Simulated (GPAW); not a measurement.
CuO in GPAW: the effect of functional

The system is CuO.

```
CELL_PARAMETERS angstrom
4.16094 0.00000 0.00000
0.00000 4.16094 0.00000
0.00000 0.00000 3.88764
ATOMIC_POSITIONS crystal
Cu 0.50000 0.00000 0.50000
Cu 0.00000 0.50000 0.50000
Cu 0.00000 0.00000 0.00000
O 0.00000 0.00000 0.50000
O 0.50000 0.00000 0.00000
O 0.00000 0.50000 0.00000
```

Measurements of this composition are mostly on another form, of space group No. 15.

Alike in all runs:

```yaml
Program: GPAW 26.7.0
Task: band structure
Cutoff: 800 eV
Basis: pw
k_mesh: 4 × 4 × 5
Occupations: fermi-dirac, width 0.05 eV
Spin: no spin polarisation
```

Q: One run gave: pressure -10.2 GPa. Which functional did it use?
A. r2SCAN
B. LDA
C. PBEsol

A: B.

```tsv
functional	potentials or basis	pressure (GPa)
r2SCAN	GPAW PAW data sets (gpaw-data 1.2.1)	-2.9
PBEsol	PAW data sets generated in the run's folder for this functional	-3.3
LDA	the program's PAW data sets (release 1.2.1) made for this functional	-10.2
```

Caveats: all runs use coarse meshes; with this Cu data set, volumes or pressures lay over 1.5 % or 2 GPa off other programs in two to four cells of ten; an odd number of electrons without spin polarisation forces a metal; a magnetic or distorted state may lie lower; the run has no spin polarisation, though such a crystal can be magnetic; the PAW data sets were made with another functional, which shifts forces and pressure a little (some runs).

Not every run made on this cell is shown here.
